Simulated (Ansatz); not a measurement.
# Property card for WSe$_{2}$

All numbers below come from DFT r2SCAN, scalar-relativistic, plane waves, PAW (Ansatz 0.2.0).

Plane waves to 500 eV, a k mesh through Γ of 12×12×1 on the computed 12-atom cell and Gaussian smearing (0.02 eV); no spin polarisation.

The structure is relaxed at this level of theory with its symmetry kept. This form isn't the usual stable structure of the compound.

```cif
data_structure
_symmetry_space_group_name_H-M 'P-3m1'
_symmetry_Int_Tables_number 164
_cell_length_a 3.3146
_cell_length_b 3.3146
_cell_length_c 36.5370
_cell_angle_alpha 90.000
_cell_angle_beta 90.000
_cell_angle_gamma 120.000
_cell_volume 347.64
loop_
_atom_site_label
_atom_site_type_symbol
_atom_site_symmetry_multiplicity
_atom_site_Wyckoff_symbol
_atom_site_fract_x
_atom_site_fract_y
_atom_site_fract_z
_atom_site_occupancy
W1 W 2 d 0.66667 0.33333 0.90627 1
W2 W 2 d 0.66667 0.33333 0.28129 1
Se1 Se 2 d 0.33333 0.66667 0.95175 1
Se2 Se 2 d 0.33333 0.66667 0.32675 1
Se3 Se 2 d 0.66667 0.33333 0.76419 1
Se4 Se 2 d 0.66667 0.33333 0.13920 1
```

| Property | Result |
| --- | --- |
| Space group | P-3m1 (No. 164) |
| Volume per atom | 28.97 Å³ |
| Formation energy from the elements' standard states (uncorrected) | -0.608 eV/atom |
| Generalised Kohn–Sham band gap | 1.44 eV, indirect from Γ to (0.177, 0.180, 0.000) |
| Löwdin character of the top 1 eV of the valence band | W 5d 69 %, Se 4p 27 % |
| Löwdin character of the lowest 1 eV of the conduction band | W 5d 66 %, Se 4p 28 % |
| Electron masses at the edge by Cartesian direction of the standard setting (m_e; degenerate bands sorted by energy; no spin-orbit coupling) | x: 0.60; y: 0.53; z: over 30 |
| Hole masses at the edge by Cartesian direction of the standard setting (m_e; degenerate bands sorted by energy; no spin-orbit coupling) | x: 1.1; y: 1.1; z: over 30 |

Spin-orbit coupling is left out, which matters for the bands of heavy elements. Each cell of WSe2 holds layers, and where no dispersion correction was added their binding is poorly described.

Cost: 3 runs of about 29 core-minutes in all, on AMD EPYC (Zen 3) (shared hosts).